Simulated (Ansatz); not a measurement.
# Ta4C5: the cost of one run

Program: Ansatz 0.2.0. Level of theory: DFT PBE, scalar-relativistic, plane waves, PAW. These are calculated values, not measurements.

1 further run of the same task is left out (set aside as unsound or not needed).

**1. Starting point**

The structure is cubic, space group Fm-3m (No. 225). Conventional cell: a = 4.475 Å, b = 4.475 Å, c = 4.475 Å, α = 90.00°, β = 90.00°, γ = 90.00°. Ta (site symmetry m-3m) is surrounded by 6 C at 2.24 Å. C (site symmetry m-3m) has 6 Ta at 2.24 Å as nearest neighbours.

Coordinates:

```cif
data_structure
_symmetry_space_group_name_H-M 'P 1'
_symmetry_Int_Tables_number 1
_cell_length_a 3.1646
_cell_length_b 3.1646
_cell_length_c 3.1646
_cell_angle_alpha 60.000
_cell_angle_beta 60.000
_cell_angle_gamma 60.000
_cell_volume 22.41
loop_
_atom_site_label
_atom_site_type_symbol
_atom_site_fract_x
_atom_site_fract_y
_atom_site_fract_z
_atom_site_occupancy
Ta1 Ta 0.00000 0.00000 0.00000 1
C1 C 0.50000 0.50000 0.50000 1
```

It goes back to an entry of the Materials Project, which need not be the stable form.

It is the result of an earlier relaxation at this level (volume 11.20 Å³/atom; gap on the mesh: none (metal)).

The perfect supercell (rows -1 1 -1; -1 -1 1; -1 1 1 in vectors of this cell) was computed beforehand with the same settings: E(σ→0) = -40737.6852 eV for 8 atoms, gap none (metal).

**2. Making the defect**

The extra atom is put at (0.750, 0.750, 0.250) of the supercell, the middle of a void of radius 1.94 Å. The other atoms start on their ideal sites. Its neighbours are 4 Ta at 1.94 Å, 4 C at 1.94 Å.

**3. Relaxation at the host's cell**

The input, input.yaml:

```yaml
crystal:
  lattice:
    - [0.0, -4.4754012993, 0.0]
    - [0.0, 0.0, -4.4754012993]
    - [4.4754012993, 0.0, 0.0]
  atoms:
    - { symbol: Ta, position: [1.0, 1.0, 0.0] }
    - { symbol: Ta, position: [0.5, 1.0, 0.5] }
    - { symbol: Ta, position: [1.0, 0.5, 0.5] }
    - { symbol: Ta, position: [0.5, 0.5, 0.0] }
    - { symbol: C, position: [0.0, 0.0, 0.5] }
    - { symbol: C, position: [0.5, 0.0, 0.0] }
    - { symbol: C, position: [0.0, 0.5, 0.0] }
    - { symbol: C, position: [0.5, 0.5, 0.5] }
    - { symbol: C, position: [0.75, 0.75, 0.25] }
basis:
  ecutwfc: 420
  xc_grid: 2
kpoints:
  mp_grid: { grid: [6, 6, 6], shift: [0.5, 0.5, 0.5] }
hamiltonian:
  xc: pbe
scf:
  occupations: { method: gaussian, width: 0.1 }
output:
  forces: true
  stress: false
  eigenvalues: true
relax:
  adjacent_minimum: "off"
  f_tol: 0.025
  max_steps: 45
```

Launch:

```sh
ansatz run input.yaml --threads 4 --pin off --max-ram 10240MiB --backend cpu --events-out ev --progress --plain --runs-dir out
```

What time and memory should one allow on 4 threads of Arm Neoverse V1, shared host?

About 6.2 s, with a peak of 0.38 GiB.
